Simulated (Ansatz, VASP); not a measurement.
Os: VASP beside Ansatz

```
Os
1.0
     0.00000    1.95788    1.95788
     1.95788    0.00000    1.95788
     1.95788    1.95788    0.00000
Os
1
Direct
  0.00000 0.00000 0.00000
```

Change from the starting cell: volume scaled by 1.02.

Alike in both runs: task single point; functional PBEsol; k mesh 14 × 14 × 14; occupations fermi-dirac, width 0.05 eV; no spin polarisation.

|  | VASP | Ansatz |
| --- | --- | --- |
| version | VASP 6.6.1 | Ansatz 0.2.0 |
| potentials or method | VASP PAW PBE potentials, release 64 (Os), cutoff 520 eV | all-electron LAPW, scalar-relativistic |

```tsv
	VASP	Ansatz	Ansatz less VASP
pressure (GPa)	-26.2	-26.0	+0.20
```

Ansatz ran all-electron here, so the differences hold the error of VASP's frozen core and of both bases.

Caveats: so large a pressure means that the cell lies far from this level's equilibrium, or that cutoff or potentials fall short (VASP); the potentials were made for another functional, which shifts forces and pressure (VASP). Spin-orbit coupling is left out, which matters for the levels of Os.
